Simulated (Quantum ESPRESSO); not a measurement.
## SiO2 under changes of volume

One of the cells (18.553 Å³/atom); the others are scaled copies at fixed shape and fractional positions:

```
Si O
1.0
    -2.62334    4.77675    4.44167
     2.62334   -4.77675    4.44167
     2.62334    4.77675   -4.44167
Si O
4 8
Direct
  0.26034 0.84494 0.41540
  0.07045 0.15506 0.91540
  0.73966 0.15506 0.58460
  0.92955 0.84494 0.08460
  0.50000 0.00000 0.50000
  0.00000 0.00000 0.00000
  0.79318 0.00000 0.29318
  0.20682 0.50000 0.20682
  0.20682 0.00000 0.70682
  0.79318 0.50000 0.79318
  0.86931 0.11931 0.75000
  0.13069 0.88069 0.25000
```

The cell comes from a database or a generator and needn't be the stable form of this composition.

```yaml
Program: Quantum ESPRESSO 7.5
Functional: PBE
Potentials_or_basis: SSSP 1.3 efficiency PBE
Cutoff: 748 eV
Density_cutoff: 5987 eV
k_mesh: 5 × 5 × 5
Occupations: fermi-dirac, width 0.05 eV
Spin: no spin polarisation
```

```csv
volume (Å³/atom),energy over the lowest point (meV/atom),pressure (GPa),gap on the mesh (eV),largest force (eV/Å)
17.440,66.11,13.8,5.61,0.923
17.811,38.05,10.1,5.57,0.706
18.182,18.19,6.8,5.53,0.507
18.553,?,?,?,?
18.924,0.00,1.0,5.41,0.157
19.295,0.35,-1.5,5.33,0.139
19.666,6.20,-3.8,5.23,0.167
```

Task: What does the run at 18.553 Å³/atom give?

Result: Energy over the lowest point 5.73 meV/atom; pressure 3.7 GPa; gap on the mesh 5.48 eV; largest force 0.325 eV/Å.

Worked out: A Birch-Murnaghan fit of order 3 (a polynomial in V^(-2/3)) to the other rows has its minimum at 19.09 Å³/atom with B0 = V·E''(V) = 129 GPa and B' = 4.1 at fixed shape and positions, which overstates the stiffness. It gives 5.74 meV/atom at 18.553 Å³/atom, against the run's 5.73, and -dE/dV = 3.9 GPa, against 3.7. A parabola through the other rows of the gap, of slope -3.15 eV per unit of ln V (its deformation potential) there, gives 5.48 eV, against the run's 5.48.

Energies are extrapolated to zero smearing.

Caveats: an odd mesh through Γ misses points on the zone boundary, where band edges often lie.
